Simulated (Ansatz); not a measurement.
**Si: a frozen normal mode**

This session takes Si and sets out to freeze in mode 5 at growing amplitude.

Method: DFT r2SCAN, scalar-relativistic, plane waves, PAW, in Ansatz 0.2.0.

2 further runs of the same task are left out: 2 set aside as unsound or not needed. Runs told in other sessions of the task aren't counted.

## Step 1: The system as given

It takes space group I4_1/amd (No. 141, tetragonal). Conventional cell: a = 4.802 Å, b = 4.802 Å, c = 2.645 Å, α = 90.00°, β = 90.00°, γ = 90.00°. Around Si (site symmetry -4m2) lie 6 Si at 2.49 to 2.64 Å.

Structure file:

```
CELL_PARAMETERS angstrom
-2.40120 2.40120 1.32237
2.40120 -2.40120 1.32237
2.40120 2.40120 -1.32237
ATOMIC_POSITIONS crystal
Si 0.25000 0.75000 0.50000
Si 0.50000 0.50000 0.00000
```

It goes back to an entry of the Materials Project, which need not be the stable form.

This cell was relaxed beforehand with the same method: volume 15.25 Å³/atom, gap on the mesh none (metal).

## Step 2: Zero of energy

The reference gives a free energy of -1277.2846 eV, pressure -0.08 GPa, largest force 0.000 eV/Å and gap on the mesh none (metal). It was computed beforehand with the settings of the runs below.

## Step 3: Setting up a frozen normal mode

Mode 5 of the phonon run on this cell, counted from the lowest, is frozen in: each atom moves by x times its row below, so x is the largest displacement.

```
atom      ux      uy     uz
 Si1   0.707   0.707  0.000
 Si2  -0.707  -0.707  0.000
```

## Step 4: Point x = -0.120 Å

The input, input.yaml:

```yaml
crystal:
  lattice:
    - [-2.4012010073, 2.4012010073, 1.3223715888]
    - [2.4012010073, -2.4012010073, 1.3223715888]
    - [2.4012010073, 2.4012010073, -1.3223715888]
  atoms:
    - { symbol: Si, position: [0.2323311723, 0.7323311723, 0.4646623446] }
    - { symbol: Si, position: [0.5176688277, 0.5176688277, 0.0353376554] }
basis:
  ecutwfc: 500
kpoints:
  mp_grid: { grid: [26, 26, 26] }
hamiltonian:
  xc: r2scan
scf:
  occupations: { method: gaussian, width: 0.15 }
output:
  forces: true
  stress: true
  eigenvalues: true
```

Run with:

```sh
$ ansatz run input.yaml --threads 2 --pin off --max-ram 5120MiB --backend cpu --events-out ev --progress --plain --runs-dir out
```

## Step 5: Point x = 0.090 Å

input.yaml: that of step 4 with these lines changed.

```diff
@@ -6,4 +6,4 @@
   atoms:
-    - { symbol: Si, position: [0.2323311723, 0.7323311723, 0.4646623446] }
-    - { symbol: Si, position: [0.5176688277, 0.5176688277, 0.0353376554] }
+    - { symbol: Si, position: [0.2632516208, 0.7632516208, 0.5265032416] }
+    - { symbol: Si, position: [0.4867483792, 0.4867483792, -0.0265032416] }
 basis:
```

## Step 6: At x = -0.060 Å

input.yaml: that of step 5 with these lines changed.

```diff
@@ -6,4 +6,4 @@
   atoms:
-    - { symbol: Si, position: [0.2632516208, 0.7632516208, 0.5265032416] }
-    - { symbol: Si, position: [0.4867483792, 0.4867483792, -0.0265032416] }
+    - { symbol: Si, position: [0.2411655861, 0.7411655861, 0.4823311723] }
+    - { symbol: Si, position: [0.5088344139, 0.5088344139, 0.0176688277] }
 basis:
```

## Step 7: x = 0.030 Å

input.yaml: that of step 6 with these lines changed.

```diff
@@ -6,4 +6,4 @@
   atoms:
-    - { symbol: Si, position: [0.2411655861, 0.7411655861, 0.4823311723] }
-    - { symbol: Si, position: [0.5088344139, 0.5088344139, 0.0176688277] }
+    - { symbol: Si, position: [0.2544172069, 0.7544172069, 0.5088344139] }
+    - { symbol: Si, position: [0.4955827931, 0.4955827931, -0.0088344139] }
 basis:
@@ -20 +20,5 @@
   eigenvalues: true
+  write_density: true
+  write_potential: true
+  elf: true
+  volumetric_format: npy
```

## Step 8: x = 0.105 Å

The input, input.yaml:

```yaml
crystal:
  lattice:
    - [-2.4012010073, 2.4012010073, 1.3223715888]
    - [2.4012010073, -2.4012010073, 1.3223715888]
    - [2.4012010073, 2.4012010073, -1.3223715888]
  atoms:
    - { symbol: Si, position: [0.2654602242, 0.7654602242, 0.5309204485] }
    - { symbol: Si, position: [0.4845397758, 0.4845397758, -0.0309204485] }
basis:
  ecutwfc: 500
kpoints:
  mp_grid: { grid: [26, 26, 26] }
hamiltonian:
  xc: r2scan
scf:
  occupations: { method: gaussian, width: 0.15 }
output:
  forces: true
  stress: true
  eigenvalues: true
```

(Steps that only read results are left out.)

Q: Predict the outcome of this session. Wanted: harmonic wavenumber of the mode.

**Answer**, as computed:

```
                                          quantity     value
                   harmonic wavenumber of the mode  312 cm⁻¹
the same from the force at an amplitude of 0.030 Å  314 cm⁻¹
```

In words: The force at the smallest amplitude gives 314 cm⁻¹ against 312 cm⁻¹ from the phonon run, so the curve is close to a parabola there. No sampled point lies below the undisturbed cell.
